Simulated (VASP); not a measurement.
The system is PtSe2 (Sudovikovite).

```
Pt Se
1.0
     3.72400    0.00000    0.00000
    -1.86200    3.22508    0.00000
     0.00000    0.00000    5.06200
Pt Se
1 2
Direct
  0.00000 0.00000 0.00000
  0.66667 0.33333 0.75000
  0.33333 0.66667 0.25000
```

| Quantity | Value |
| --- | --- |
| Program | VASP 6.6.1 |
| Task | relaxation of cell and atoms |
| Functional | r2SCAN |
| Potentials or basis | VASP PAW PBE potentials, release 64 (Pt, Se) |
| Cutoff | 600 eV |
| k mesh | 8 × 8 × 5 |
| Occupations | gaussian, width 0.05 eV |
| Spin | no spin polarisation |

At the start: pressure 5.0 GPa; volume 20.27 Å³/atom.

Problem. How do energy, volume and symmetry change on relaxing?

Solution. Over 15 steps the energy falls by 23.7 meV/atom and the volume is 23.11 Å³/atom (+14.1 %); space group P-3m1 (No. 164, to 0.05 Å).

The path:
| step | energy change (eV) | largest force (eV/Å) | pressure (GPa) | volume (Å³) |
| --- | --- | --- | --- | --- |
| 1 | 0.0000 | 0.3838 | 5.01 | 60.80 |
| 2 | 0.0570 | 0.7987 | -6.56 | 66.55 |
| 3 | -0.0335 | 0.1089 | 0.03 | 62.87 |
| 4 | -0.0335 | 0.0998 | 0.13 | 62.83 |
| 5 | -0.0373 | 0.1127 | 0.13 | 63.06 |
| 6 | -0.0457 | 0.1509 | 0.16 | 63.71 |
| 7 | -0.0524 | 0.2347 | 0.41 | 64.97 |
| 8 | -0.0558 | 0.2249 | 0.21 | 65.41 |
| 9 | -0.0635 | 0.1938 | -0.34 | 66.73 |
| 10 | -0.0683 | 0.1245 | -1.09 | 69.41 |
| 11 | -0.0707 | 0.0143 | -0.19 | 69.52 |
| 12 | -0.0707 | 0.0298 | -0.10 | 69.53 |
| 13 | -0.0708 | 0.0243 | -0.05 | 69.47 |
| 14 | -0.0710 | 0.0068 | 0.07 | 69.30 |
| 15 | -0.0711 | 0.0081 | -0.03 | 69.34 |

Final structure:
```
Pt Se
1.0
     3.72000    0.00000    0.00000
    -1.86000    3.22161    0.00000
     0.00000    0.00000    5.78613
Pt Se
1 2
Direct
  0.00000 0.00000 0.00000
  0.66667 0.33333 0.77342
  0.33333 0.66667 0.22658
```

Caveat: the PAW data sets were made with another functional, which shifts forces and pressure a little; the volume moved by +14 % from the deposited cell, more than functionals usually miss.
